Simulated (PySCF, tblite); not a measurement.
Isomers of C3H6O. Calculated harmonic vibrations of the isolated species, GFN2-xTB (tblite), most abundant isotopes, no scaling. Against measured fundamentals such values can be off by several per cent, at times by over 20. One conformer each.

Electronic energies: PBE0/pcSseg-1 single points on the GFN2-xTB geometries (PySCF, gas phase).

```tsv
SMILES	electronic energy, lowest = 0 (kcal/mol)
C=COC	20.2
CCC=O	0.0
C=CCO	18.3
```

Question: How do GFN2-xTB zero-point energies change the relative energies?

Answer: 
```tsv
SMILES	ZPE (kcal/mol)	of it from modes above 1550 cm⁻¹	electronic (kcal/mol)	with ZPE, lowest = 0 (kcal/mol)	lowest mode (cm⁻¹)	rings
CCC=O	51.8	28.0	0.0	0.0	105	0
C=CCO	51.6	29.1	18.3	18.1	75	0
C=COC	51.8	28.6	20.2	20.2	215	0
```

The zero-point energies span 0.2 kcal/mol, from `C=CCO` to `CCC=O`. The order is unchanged.

Question: And how do the electronic energies of GFN2-xTB itself compare?

Answer: `CCC=O` 0.0; `C=CCO` 14.1; `C=COC` 8.3 kcal/mol, lowest = 0. Against the energies above, taken from the same isomer `CCC=O`, the largest difference is 11.9 kcal/mol.

Question: What do entropy and thermal enthalpy add at 298.15 K and 1 bar (rigid rotor, harmonic oscillator, one conformer each)?

Answer: 
```
SMILES  point group  symmetry number  S (cal/(mol K))  H − H(0) (kcal/mol)  ZPE + H − H(0) − TS (kcal/mol)
 CCC=O           Cs                1             70.8                 3.80                            34.5
 C=CCO           C1                1             70.7                 3.80                            34.3
 C=COC           Cs                1             68.7                 3.65                            35.0
```
